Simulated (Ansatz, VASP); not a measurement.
**InP: VASP beside Ansatz**

File INCAR:

```
SYSTEM = InP
ALGO     = Normal         ! electronic algorithm
EDIFF    = 1E-6           ! SCF threshold, eV
ENCUT    = 520            ! plane-wave cutoff, eV
GGA      = VW             ! functional
ISIF     = 2              ! what is computed and relaxed
ISMEAR   = -1             ! smearing method
LASPH    = .TRUE.         ! aspherical terms in the spheres
LCHARG   = .TRUE.         ! write CHGCAR
LELF     = .TRUE.         ! ELF
LREAL    = .FALSE.        ! projectors in reciprocal space
LVHAR    = .TRUE.       
LWAVE    = .FALSE.        ! write WAVECAR
NBANDS   = 16             ! bands
NELM     = 60             ! most SCF steps
PREC     = Accurate       ! precision mode
SIGMA    = 0.05           ! smearing width, eV
```

The input KPOINTS:

```
k-points
0
G
  8 8 8
  0 0 0
```

Contents of POSCAR:

```
InP
1.0
    0.0000000000      2.8706770916      2.8706770916
    2.8706770916      0.0000000000      2.8706770916
    2.8706770916      2.8706770916      0.0000000000
In P
1 1
Direct
    0.0000000000      0.0000000000      0.0000000000
    0.7500000000      0.7500000000      0.7500000000
```

input.yaml

```yaml
crystal:
  lattice:
    - [0.0, 2.8706770916, 2.8706770916]
    - [2.8706770916, 0.0, 2.8706770916]
    - [2.8706770916, 2.8706770916, 0.0]
  atoms:
    - { symbol: In, position: [0.0, 0.0, 0.0] }
    - { symbol: P, position: [0.75, 0.75, 0.75] }
hamiltonian:
  xc: { exchange: slater, correlation: vwn5 }
  pseudopotentials: { kind: paw }
kpoints:
  mp_grid: { grid: [8, 8, 8] }
scf:
  occupations: { method: fermi_dirac, width: 0.05 }
output:
  forces: true
  stress: true
  eigenvalues: true
  write_density: true
  write_potential: true
  elf: true
  volumetric_format: npy
```

Alike in both runs: task single point; functional SVWN5; k mesh 8 × 8 × 8; occupations fermi-dirac, width 0.05 eV; no spin polarisation.

```csv
,VASP,Ansatz
version,VASP 6.6.1,Ansatz 0.2.0
potentials or method,"VASP PAW PBE potentials, release 64 (In_d, P)",Ansatz PAW
plane-wave cutoff (eV),520,420
valence electrons in the cell,18,18
```

```csv
,VASP,Ansatz,Ansatz less VASP
gap on the k mesh at the Fermi level (eV),0.82,0.82,-0.003
least direct gap on the mesh (eV),0.82,0.82,-0.003
pressure (GPa),3.5,3.4,-0.02
```

Caveats: spin-orbit coupling is left out, which moves the levels of the heavy elements; the PAW data sets were made with another functional, which shifts forces and pressure a little (VASP); the PAW data sets come from PBE, with cores solved anew for the run's functional, which leaves a small shift of forces and pressure (Ansatz).
